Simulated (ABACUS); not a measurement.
# Pt (Fm-3m) in ABACUS: a series of runs

One crystal, Pt, is run at these levels: RPBE, BLYP, OLYP; tasks: band structure, equation of state.

Program: ABACUS 3.10.1. These are calculated values, not measurements. Logs are shortened: lines on timing, memory, paths and dates and some standing lists are left out, and cuts for length are marked.

## Step 1: The structure

It takes space group Fm-3m (No. 225, cubic). Conventional cell: a = 3.922 Å, b = 3.922 Å, c = 3.922 Å, α = 90.00°, β = 90.00°, γ = 90.00°. Pt (site symmetry m-3m) has 12 Pt at 2.77 Å as nearest neighbours.

## Step 2: Band structure, RPBE

INPUT

```
INPUT_PARAMETERS
suffix              Pt
calculation         nscf
basis_type          pw
pseudo_dir          ./
symmetry            -1
dft_functional      GGA_X_RPBE+GGA_C_PBE
ecutwfc             84.0
pseudo_rcut         10
nspin               1
nbands              19
ks_solver           dav
smearing_method     fd
smearing_sigma      0.00367493
scf_thr             1e-08
scf_nmax            100
mixing_type         broyden
mixing_beta         0.7
init_chg            file
pw_diag_thr         1e-07
out_band            1
kpar                4
```

STRU

```
ATOMIC_SPECIES
Pt 195.0840 Pt.upf

LATTICE_CONSTANT
1.8897261246

LATTICE_VECTORS
-1.9609000000 0.0000000000 1.9609000000
0.0000000000 1.9609000000 1.9609000000
-1.9609000000 1.9609000000 0.0000000000

ATOMIC_POSITIONS
Direct

Pt
0.0
1
0.0000000000 0.0000000000 0.0000000000 1 1 1
```

KPT

```
K_POINTS
12
Line
0.00000000 0.00000000 0.00000000 10 // G
0.50000000 0.00000000 0.50000000 10 // X
0.50000000 0.25000000 0.75000000 10 // W
0.37500000 0.37500000 0.75000000 10 // K
0.00000000 0.00000000 0.00000000 10 // G
0.50000000 0.50000000 0.50000000 10 // L
0.62500000 0.25000000 0.62500000 10 // U
0.50000000 0.25000000 0.75000000 10 // W
0.50000000 0.50000000 0.50000000 10 // L
0.37500000 0.37500000 0.75000000 1 // K
0.62500000 0.25000000 0.62500000 10 // U
0.50000000 0.00000000 0.50000000 1 // X
```

Potentials or basis: PseudoDojo NC SR 0.5 PBE stringent, plane waves.

Command:

```bash
> OMP_NUM_THREADS=1 mpirun -np 4 abacus > log
```

running log:

```text
ABACUS v3.10.1

               Atomic-orbital Based Ab-initio Computation at UStc

 ------------------------------------------------------------------------------------

 READING GENERAL INFORMATION
                           global_out_dir = OUT.Pt/
                           global_in_card = INPUT
                               pseudo_dir = ./
                              orbital_dir =
                                    DSIZE = 4
                                    GSIZE = 1

 READING UNITCELL INFORMATION
                                    ntype = 1
                  lattice constant (Bohr) = 1.88973
              lattice constant (Angstrom) = 1

 READING ATOM TYPE 1
                               atom label = Pt
                      L=0, number of zeta = 1
                      L=1, number of zeta = 1
                      L=2, number of zeta = 1
             number of atom for this type = 1

                        TOTAL ATOM NUMBER = 1
DIRECT COORDINATES
    atom                   x                   y                   z     mag                  vx                  vy                  vz
taud_Pt1            0.0000000000        0.0000000000        0.0000000000  0.0000        0.0000000000        0.0000000000        0.0000000000

                          Volume (Bohr^3) = 101.764
                             Volume (A^3) = 15.0798

 Lattice vectors: (Cartesian coordinate: in unit of a_0)
              -1.9609                  +0             +1.9609
                   +0             +1.9609             +1.9609
              -1.9609             +1.9609                  +0
 Reciprocal vectors: (Cartesian coordinate: in unit of 2 pi/a_0)
            -0.254985           -0.254985           +0.254985
            +0.254985           +0.254985           +0.254985
            -0.254985           +0.254985           -0.254985
 The esolver type has been set to : ksdft_pw

                PAO radial cut off (Bohr) = 10

 Read in pseudopotential file is Pt.upf
                     pseudopotential type = NC
          exchange-correlation functional = PBE
                 nonlocal core correction = 1
                        valence electrons = 18
                                     lmax = 3
                           number of zeta = 4
                     number of projectors = 8
                           L of projector = 0
                           L of projector = 0
                           L of projector = 1
                           L of projector = 1
                           L of projector = 2
                           L of projector = 2
                           L of projector = 3
                           L of projector = 3
 XC functional updated to : GGA_X_RPBE+GGA_C_PBE
          exchange-correlation functional = GGA_X_RPBE+GGA_C_PBE
     initial pseudo atomic orbital number = 10

 SETUP THE ELECTRONS NUMBER
            electron number of element Pt = 18
      total electron number of element Pt = 18
            AUTOSET number of electrons:  = 18
                           occupied bands = 9
                                   NBANDS = 19
                                   NLOCAL = 9

%%%%%%%%%%%%%%%%%%%%%%%%%%%%%%%%%%%%%%%%%%%%%%%%%%%%%%%%%%%%%%%%%%%%%%%%%%%%%%%%%%%%%%%%%%%%%%%%%%%%%%%%%%
 Warning: the number of valence electrons in pseudopotential > 10 for Pt: [Xe] 4f14 5d9 6s1
 Pseudopotentials with additional electrons can yield (more) accurate outcomes, but may be less efficient.
 If you're confident that your chosen pseudopotential is appropriate, you can safely ignore this warning.
%%%%%%%%%%%%%%%%%%%%%%%%%%%%%%%%%%%%%%%%%%%%%%%%%%%%%%%%%%%%%%%%%%%%%%%%%%%%%%%%%%%%%%%%%%%%%%%%%%%%%%%%%%

 SETUP THE PLANE WAVE BASIS
 energy cutoff for charge/potential (unit:Ry) = 336
            fft grid for charge/potential = [ 32, 32, 32 ]
                        fft grid division = [ 1, 1, 1 ]
        big fft grid for charge/potential = [ 32, 32, 32 ]
                                     nbxx = 32768
                                     nrxx = 32768

 SETUP PLANE WAVES FOR CHARGE/POTENTIAL
                    number of plane waves = 10657
                         number of sticks = 649

 PARALLEL PW FOR CHARGE/POTENTIAL
     PROC   COLUMNS(POT)             PW
        1            649          10657
 --------------- sum -------------------
        1            649          10657
                            number of |g| = 158
                                  max |g| = 30.3631
                                  min |g| = 0

----------- Double Check Mixing Parameters Begin ------------
mixing_type: broyden
mixing_beta: 0.7
mixing_gg0: 1
mixing_gg0_min: 0.1
mixing_ndim: 8
----------- Double Check Mixing Parameters End ------------

 SETUP K-POINTS
                                    nspin = 1
                                   nkstot = 102
K-POINTS DIRECT COORDINATES
 KPOINTS    DIRECT_X    DIRECT_Y    DIRECT_Z  WEIGHT
       1  0.00000000  0.00000000  0.00000000  1.0000
       2  0.05000000  0.00000000  0.05000000  1.0000
       3  0.10000000  0.00000000  0.10000000  1.0000
       4  0.15000000  0.00000000  0.15000000  1.0000
       5  0.20000000  0.00000000  0.20000000  1.0000
       6  0.25000000  0.00000000  0.25000000  1.0000
[... 22 lines left out ...]
      29  0.40000000  0.35000000  0.75000000  1.0000
      30  0.38750000  0.36250000  0.75000000  1.0000
[... 72 further k points ...]

           k-point number in this process = 26
       minimum distributed K point number = 25

[... K-POINTS CARTESIAN COORDINATES: 26 rows ...]

[... K-POINTS DIRECT COORDINATES: 26 rows ...]

 SETUP PLANE WAVES FOR WAVE FUNCTIONS
     energy cutoff for wavefunc (unit:Ry) = 84
              fft grid for wave functions = [ 32, 32, 32 ]
                    number of plane waves = 1807
                         number of sticks = 199

 PARALLEL PW FOR WAVE FUNCTIONS
     PROC   COLUMNS(POT)             PW
        1            199           1807
 --------------- sum -------------------
        1            199           1807

 SETUP NONLOCAL PSEUDOPOTENTIALS IN PLANE WAVE BASIS
 Pt non-local projectors:
 projector 1 L=0
 projector 2 L=0
 projector 3 L=1
 projector 4 L=1
 projector 5 L=2
 projector 6 L=2
 projector 7 L=3
 projector 8 L=3
      TOTAL NUMBER OF NONLOCAL PROJECTORS = 32

 Init Non-Local PseudoPotential table :
 Init Non-Local-Pseudopotential done.

                                     npwx = 1363

 Make real space PAO into reciprocal space.
       max mesh points in Pseudopotential = 1001
     dq(describe PAO in reciprocal space) = 0.01
                                    max q = 1104

 number of pseudo atomic orbitals for Pt is 4
WARNING: norm of atomic wavefunction # 3 of atomic type Pt is 0.999998, renormalized
WARNING: norm of atomic wavefunction # 4 of atomic type Pt is 0.999941, renormalized

 -------------------------------------------
 NONSELF-CONSISTENT
 -------------------------------------------
                                 init_chg = file
 try to read charge from file
 Read in the charge density: OUT.Pt//Pt-CHARGE-DENSITY.restart

 PW ALGORITHM --------------- ION=   1  ELEC=   1--------------------------------
 k(1/102) Iter steps (avg)=17 threshold=1e-07
 k(2/102) Iter steps (avg)=12 threshold=1e-07
 k(3/102) Iter steps (avg)=12 threshold=1e-07
 k(4/102) Iter steps (avg)=12 threshold=1e-07
 k(5/102) Iter steps (avg)=13 threshold=1e-07
 k(6/102) Iter steps (avg)=12 threshold=1e-07
 k(7/102) Iter steps (avg)=10 threshold=1e-07
 k(8/102) Iter steps (avg)=15 threshold=1e-07
 k(9/102) Iter steps (avg)=19 threshold=1e-07
 k(10/102) Iter steps (avg)=15 threshold=1e-07
[... 6 lines left out ...]
 k(17/102) Iter steps (avg)=21 threshold=1e-07
 k(18/102) Iter steps (avg)=19 threshold=1e-07
 k(19/102) Iter steps (avg)=18 threshold=1e-07
 k(20/102) Iter steps (avg)=17 threshold=1e-07
 k(21/102) Iter steps (avg)=18 threshold=1e-07
 k(22/102) Iter steps (avg)=17 threshold=1e-07
 k(23/102) Iter steps (avg)=19 threshold=1e-07
 k(24/102) Iter steps (avg)=18 threshold=1e-07
 k(25/102) Iter steps (avg)=17 threshold=1e-07
 k(26/102) Iter steps (avg)=18 threshold=1e-07
[... levels at 26 k points of this process ...]

 Density error is 0.00000000000
                          Error Threshold = 1.00000000000e-07
----------------------------------------------------------
     Energy           Rydberg                 eV
----------------------------------------------------------
 E_KohnSham     -261.1356007055      -3552.9321202472
 E_KS(sigma->0) -261.1351310074      -3552.9257296765
 E_Harris       -261.1356007055      -3552.9321202472
 E_band         -9.0543893946        -123.1912876770
 E_one_elec     -51.1749884133       -696.2714375054
 E_Hartree      38.1291272775        518.7733907411
 E_xc           -47.6476083657       -648.2789698466
 E_Ewald        -200.4411918076      -2727.1423224949
 E_entropy(-TS) -0.0009393962        -0.0127811415
 E_descf        0.0000000000         0.0000000000
 E_exx          0.0000000000         0.0000000000
 E_Fermi        1.7641174528         24.0020492999
----------------------------------------------------------

 charge density convergence is achieved
 final etot is -3552.9321202 eV
 EFERMI = 24.002049300 eV

 STATE ENERGY(eV) AND OCCUPATIONS    NSPIN == 1
 1/26 kpoint (Cartesian) = 0.0000 0.0000 0.0000 (1363 pws)
       1       -75.0208      0.0196078
       2       -28.9355      0.0196078
       3       -28.9355      0.0196078
       4       -28.9355      0.0196078
       5        13.4460      0.0196078
       6        19.8709      0.0196078
[... 11 lines left out ...]
      18        55.4583        0.00000
      19        58.1128        0.00000

 2/26 kpoint (Cartesian) = -0.025498 0.0000 0.0000 (1343 pws)
       1       -75.0198      0.0196078
       2       -28.9470      0.0196078
       3       -28.9399      0.0196078
       4       -28.9399      0.0196078
       5        13.5812      0.0196078
       6        19.7811      0.0196078
[... 11 lines left out ...]
      18        55.5215        0.00000
      19        56.7992        0.00000

 3/26 kpoint (Cartesian) = -0.050997 0.0000 0.0000 (1323 pws)
       1       -75.0166      0.0196078
       2       -28.9800      0.0196078
       3       -28.9526      0.0196078
       4       -28.9526      0.0196078
       5        13.9782      0.0196078
       6        19.5291      0.0196078
[... 11 lines left out ...]
      18        54.0736        0.00000
      19        55.7130        0.00000

 4/26 kpoint (Cartesian) = -0.076495 0.0000 0.0000 (1319 pws)
       1       -75.0118      0.0196078
       2       -29.0311      0.0196078
       3       -28.9723      0.0196078
       4       -28.9723      0.0196078
       5        14.6073      0.0196078
       6        19.1592      0.0196078
[... 11 lines left out ...]
      18        54.1678        0.00000
      19        56.0391        0.00000

 5/26 kpoint (Cartesian) = -0.10199 0.0000 0.0000 (1319 pws)
       1       -75.0057      0.0196078
       2       -29.0946      0.0196078
       3       -28.9972      0.0196078
       4       -28.9972      0.0196078
       5        15.4001      0.0196078
       6        18.7263      0.0196078
[... 11 lines left out ...]
      18        56.5120        0.00000
      19        57.1532        0.00000

 6/26 kpoint (Cartesian) = -0.12749 0.0000 0.0000 (1331 pws)
       1       -74.9989      0.0196078
       2       -29.1639      0.0196078
       3       -29.0246      0.0196078
       4       -29.0246      0.0196078
       5        16.2028      0.0196078
       6        18.2823      0.0196078
[... 11 lines left out ...]
      18        56.5614        0.00000
      19        57.1509        0.00000

[... levels at 20 further k points ...]

 --------------------------------------------
 !FINAL_ETOT_IS -3552.932120247242 eV
 --------------------------------------------

 Output bands in file: OUT.Pt/BANDS_1.dat
```

Run time: 2.6 s. Hardware: 4 MPI ranks of Intel Xeon Platinum 8375C at 2.90GHz (Ice Lake), shared host; peak memory 0.36 GiB.

Levels at the corners of the path, in eV from the Fermi level:
| point | band 7 | band 8 | band 9 | band 10 | band 11 | band 12 |
| --- | --- | --- | --- | --- | --- | --- |
| Γ | -3.80 | -3.80 | -1.65 | -1.65 | 14.61 | 19.57 |
| X | -0.01 | 0.48 | 0.48 | 1.76 | 8.89 | 11.40 |
| W | -4.57 | -2.02 | 0.48 | 7.14 | 8.27 | 8.27 |
| K | -2.87 | -1.34 | -0.19 | 5.75 | 6.71 | 10.09 |
| Γ | -3.80 | -3.80 | -1.65 | -1.65 | 14.61 | 19.57 |
| L | -3.87 | -0.50 | 0.02 | 0.02 | 5.84 | 14.18 |
| U | -2.87 | -1.34 | -0.19 | 5.75 | 6.71 | 10.09 |
| W | -4.57 | -2.02 | 0.48 | 7.14 | 8.27 | 8.27 |
| L | -3.87 | -0.50 | 0.02 | 0.02 | 5.84 | 14.18 |
| K | -2.87 | -1.34 | -0.19 | 5.75 | 6.71 | 10.09 |
| U | -2.87 | -1.34 | -0.19 | 5.75 | 6.71 | 10.09 |
| X | -0.01 | 0.48 | 0.48 | 1.76 | 8.89 | 11.40 |

Caveat: the density is read from an earlier self-consistent run, whose mesh may be coarse; spin-orbit coupling is left out, which moves the levels of the heavy elements.

(Part 1 of 2 ends here.)
